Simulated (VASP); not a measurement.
# BP: G0W0 quasiparticle levels with PBE

BP:

```
CELL_PARAMETERS angstrom
0.00000 2.26900 2.26900
2.26900 0.00000 2.26900
2.26900 2.26900 0.00000
ATOMIC_POSITIONS crystal
P 0.75000 0.75000 0.75000
B 0.00000 0.00000 0.00000
```

```yaml
Program: VASP 6.6.1
Task: G0W0 quasiparticle levels
Functional: PBE
Potentials_or_basis: VASP PAW PBE potentials, release 64 (P_GW, B_GW)
Cutoff: 520 eV
k_mesh: 5 × 5 × 5
Occupations: gaussian, width 0.01 eV
Spin: no spin polarisation
GW_scheme: G0W0
GW_iterations: 1
Cutoff_of_the_response_function: 260
Empty_bands: 140
Frequency_points: 72
Further_INCAR_settings: ALGO = EVGW0; EDIFF = 1e-08; NBANDS = 144
```

```yaml
Band_gap_on_the_k_mesh_mean-field_level: 1.24 eV, indirect (least direct gap 3.40 eV)
Quasiparticle_gap: 1.96 eV
Least_direct_quasiparticle_gap: 4.33 eV
```

Levels at points of the mesh, in eV from the valence-band top:
```tsv
k point	band 1	band 2	band 3	band 4	band 5	band 6	band 7	band 8
(0.00, 0.00, 0.00)	-15.47	0.00	0.00	0.00	3.40	3.40	3.40	7.38
```

Wall time 2.4 min on 1 thread of Intel(R) Xeon(R) Platinum 8559C (Emerald Rapids), with other jobs on the host, peak memory 0.47 GiB.

Caveat: the k mesh is coarse (spacing up to 0.48 Å⁻¹), so the values aren't converged; bands, screening cutoff and mesh are small and nothing is extrapolated, so the quasiparticle values aren't converged; an odd mesh through Γ misses points on the zone boundary, where band edges often lie.
